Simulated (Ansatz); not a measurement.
InSe: electrons, doping and thermopower

Plane-wave DFT in Ansatz, PBEsol, scalar-relativistic PAW potentials, cutoff 420 eV, no spin-orbit coupling; no spin polarisation. InSe in space group C2/m, which needn't be the usual phase of this composition. Boltzmann transport at 300 K in rigid bands with one relaxation time, bands interpolated from the k mesh 8×8×6; values are means over x, y, z.

| electrons (cm⁻³) | size of S (μV/K) | σ/τ (Ω⁻¹ m⁻¹ s⁻¹) |
| --- | --- | --- |
| 10^18 | 401.7 | 1.28e+17 |
| 10^19 | ? | 1.26e+18 |
| 10^20 | 90.8 | 1.16e+19 |
| 10^21 | 42.2 | 9.45e+19 |

Task: Take the lowest doping as non-degenerate: get the effective density of states and the masses, and predict the missing S.

Result: For parabolic bands and one τ, |S| = (k_B/e)(5/2 − η) with k_B/e = 86.17 μV/K and n = N e^η. The first row gives η = -2.16, N = 0.87×10¹⁹ cm⁻³ and, from N = 2.509×10¹⁹ cm⁻³ × m_d^(3/2), a density-of-states mass of 0.49 mₑ (all valleys and bands together). σ/τ = ne²/m_c gives a conductivity mass of 0.22 mₑ; m_d is 2.2 times m_c, the sign of several valleys, several bands or anisotropy. A decade of doping costs (k_B/e) ln 10 = 198.4 μV/K, which predicts 203 μV/K; the run gave 214.2. There η would be 0.1, where Fermi statistics set in and S falls more slowly. At 10^21 cm⁻³ the rule would give -193 μV/K against 42.2: the gas is degenerate there. Scattering that depends on energy changes the 5/2, and whether such doping can be reached wasn't computed.

Cost: about 120 core-minutes for the runs cited, on Intel Xeon Processor @ 2.50GHz (Skylake/Cascade Lake) (shared hosts).